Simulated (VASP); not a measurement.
Set up this calculation in VASP 6.6.1, as the native input.

- Task: relaxation of cell and atoms
- Functional: LDA
- Potentials or basis: VASP PAW LDA potentials, release 64 (Se)
- Cutoff: 600 eV
- k mesh: 15 × 15 × 13
- Occupations: gaussian, width 0.03 eV
- Spin: no spin polarisation
- Target pressure: 94 GPa
- Further INCAR settings: ALGO = Normal; EDIFF = 1e-06; IBRION = 2; EDIFFG = -0.01; NSW = 90; ISIF = 3
- Target pressure: 94 GPa

The structure of Se lies in POSCAR:

```
Se
1.0
    1.9250000000      1.1113992682      0.8816666667
   -1.9250000000      1.1113992682      0.8816666667
    0.0000000000     -2.2227985364      0.8816666667
Se
1
Direct
    0.0000000000      0.0000000000      0.0000000000
```

This isn't the form of Se at room conditions, which is trigonal, of chains.

One way to write it, as run:

INCAR

```
ALGO = Normal
EDIFF = 1E-6
EDIFFG = -0.01
ENCUT = 600
GGA = CA
IBRION = 2
ISIF = 3
ISMEAR = 0
LASPH = T
LCHARG = F
LREAL = F
LWAVE = F
NELM = 80
NSW = 90
PREC = Accurate
PSTRESS = 940.0
SIGMA = 0.03
```

KPOINTS

```
k-points
0
Gamma
  15 15 13
```

Potentials or basis: VASP PAW LDA potentials, release 64 (Se).

The run is started by

```console
$ cat potpaw_LDA.64/Se/POTCAR > POTCAR
$ mpirun -np 1 vasp_std > vasp.out
```

It gave:

| Item | Value |
| --- | --- |
| Relaxed volume | 12.73 Å³/atom |
| Relaxed cell | a = 2.445 Å, b = 2.445 Å, c = 2.445 Å, α = 105.18°, β = 105.18°, γ = 105.18° |
| Space group after relaxing (to 0.05 Å) | R-3m (No. 166) |
| Energy change on relaxing (the enthalpy is what falls) | -1040.0 meV/atom |
| Ionic steps | 17 |
| Pressure after relaxing | 93.9 GPa |
| Band gap on the k mesh | none (metal or under the smearing width) |

Caveat: the cell is relaxed towards a set pressure, so the enthalpy falls and the energy may rise.

It took 4 min on 1 thread of AMD EPYC 9R45 (Zen 5) (shared host), peak memory 0.16 GiB.
